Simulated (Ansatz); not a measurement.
# InSb: band gap under strain

How does strain move the band edges of InSb (zincblende), and do the functionals agree on it? States: +2.0 % biaxial strain in x and y, free along z; +3.0 % biaxial strain in x and y, free along z; +4.0 % biaxial strain in x and y, free along z.

The runs shown are made with Ansatz 0.2.0. PAW datasets, plane waves. Computed at 0 K without zero-point motion; spin polarisation is off.

### 1 Starting point

The unstrained cell was relaxed with r2SCAN; in each strained cell the atoms were relaxed again with r2SCAN. Names of k-points are those of the unstrained zone, where strain can split equivalent points. First state: +2.0 % biaxial strain in x and y, free along z.

It is tetragonal, I-4m2 (No. 119); conventional cell a = 4.731 Å, c = 6.416 Å, 35.89 Å³ an atom. Around In lie 4 Sb at 2.86 Å; around Sb lie 4 In at 2.86 Å.

Structure file:

```
CELL_PARAMETERS angstrom
0.00000 3.34510 3.20782
3.34510 0.00000 3.20782
3.34510 3.34510 0.00000
ATOMIC_POSITIONS crystal
In 0.00000 0.00000 0.00000
Sb 0.25000 0.25000 0.25000
```

From earlier runs on the unstrained cell: PBE 0.00 eV, r2SCAN 0.01 eV, HSE06 0.30 eV, r2SCAN+SOC 0.00 eV; a = 6.559 Å.

### 2 +2.0 % biaxial strain in x and y, free along z: PBE

Input file input.yaml:

```yaml
crystal:
  lattice:
    - [0.0, 3.3451032779, 3.207816445]
    - [3.3451032779, 0.0, 3.207816445]
    - [3.3451032779, 3.3451032779, 0.0]
  atoms:
    - { symbol: In, position: [0.0, 0.0, 0.0] }
    - { symbol: Sb, position: [0.25, 0.25, 0.25] }
kpoints:
  mp_grid: { grid: [6, 6, 6] }
  band_path:
    path:
      - [0.0, 0.0, 0.0]
      - [-0.5, -0.5, 0.0]
      - [-0.375, -0.375, 0.25]
      - [-0.375, 0.0, 0.375]
      - [0.0, 0.0, 0.5]
      - [-0.5, -0.25, 0.25]
      - [-0.022624, 0.0, -0.022624]
    npoints: 1
hamiltonian:
  xc: pbe
scf:
  occupations: { method: fermi_dirac, width: 0.02 }
  n_extra_bands: 4
output:
  forces: true
  stress: true
  eigenvalues: true
```

The run is started by

```console
$ ansatz run input.yaml --threads 2 --pin off --max-ram 20275MiB --backend cpu --events-out ev --progress --plain --runs-dir out
```

After this run come: +2.0 % biaxial strain in x and y, free along z: r2SCAN; +2.0 % biaxial strain in x and y, free along z: HSE06; +2.0 % biaxial strain in x and y, free along z: r2SCAN+SOC; +3.0 % biaxial strain in x and y, free along z: PBE; +3.0 % biaxial strain in x and y, free along z: r2SCAN; +3.0 % biaxial strain in x and y, free along z: HSE06; +3.0 % biaxial strain in x and y, free along z: r2SCAN+SOC; +4.0 % biaxial strain in x and y, free along z: PBE; +4.0 % biaxial strain in x and y, free along z: r2SCAN; +4.0 % biaxial strain in x and y, free along z: HSE06; +4.0 % biaxial strain in x and y, free along z: r2SCAN+SOC.

What does the calculation give?

As calculated:

Least gap in eV (negative: overlap), with the change from the unstrained cell in brackets:

```
                                         state  volume change (%)           PBE        r2SCAN         HSE06
+2.0 % biaxial strain in x and y, free along z               +1.8  0.00 (+0.00)  0.02 (+0.01)  0.02 (-0.28)
+3.0 % biaxial strain in x and y, free along z               +2.6  0.00 (+0.00)  0.04 (+0.03)  0.04 (-0.26)
+4.0 % biaxial strain in x and y, free along z               +3.4  0.00 (+0.00)  0.05 (+0.04)  0.05 (-0.25)
```

What this shows: The largest move of the HSE06 gap in the table is -0.273 eV, under +2.0 % biaxial strain in x and y, free along z. PBE and HSE06 differ by 0.30 eV on the unstrained gap, and by at most 0.27 eV on its change. Spin-orbit coupling is left out of the table, though the cell holds Sb (Z = 51); in an element this heavy it can shift bands and gaps by tenths of an eV.
